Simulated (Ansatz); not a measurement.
Cr: single point with PBEsol

The system is Cr.

```
Cr
1.0
     1.14705   -2.46703    0.00000
     1.14705    2.46703    0.00000
     0.00000    0.00000    4.06431
Cr
2
Direct
  0.88024 0.13799 0.74074
  0.09014 0.84956 0.25712
```

This isn't the form of Cr at room conditions, which is bcc.

The cell isn't the ideal one: atoms moved at random, drawn with an rms of 0.05 Å.

```
Program             : Ansatz 0.2.0
Task                : single point
Functional          : PBEsol
Potentials or basis : all-electron LAPW, scalar-relativistic
Cutoff              : 358 eV (chosen from the basis error)
Basis error allowed : 0.001 eV/atom
k mesh              : 13 × 13 × 7
Occupations         : fermi-dirac, width 0.05 eV
Spin                : collinear spin, ferromagnetic start
Starting moments    : [3.0, 3.0] μB
```

* Pressure: -1.2 GPa
* Largest force: 0.861 eV/Å
* Band gap on the k mesh: none (metal or under the smearing width)
* Net moment: 0.00 μB per cell
* Absolute moment: 0.00 μB per cell

Forces on the atoms (eV/Å):
```
Cr   0.512  0.283  0.631
Cr  -0.512 -0.283 -0.631
```

Stress tensor (GPa, compression positive):
```
-0.80  4.36  1.06
 4.36 -4.51 -0.57
 1.06 -0.57  1.69
```

Levels at points of the mesh, in eV from the Fermi level:
Spin up:
| k point | band 11 | band 12 | band 13 | band 14 | band 15 | band 16 | band 17 | band 18 |
| --- | --- | --- | --- | --- | --- | --- | --- | --- |
| (0.00, 0.00, 0.00) | -2.15 | -2.01 | -0.89 | 0.15 | 1.02 | 1.02 | 1.07 | 1.75 |
Spin down:
```tsv
k point	band 12	band 13	band 14	band 15	band 16	band 17
(0.00, 0.00, 0.00)	-2.01	-0.89	0.15	1.02	1.02	1.07
```

It took 5 min on 2 threads of Intel(R) Xeon(R) Processor @ 2.50GHz (Skylake/Cascade Lake) (shared host), peak memory 1.8 GiB.

Caveat: the starting moments collapsed, and a magnetic state may lie lower; the starting moments weren't kept.
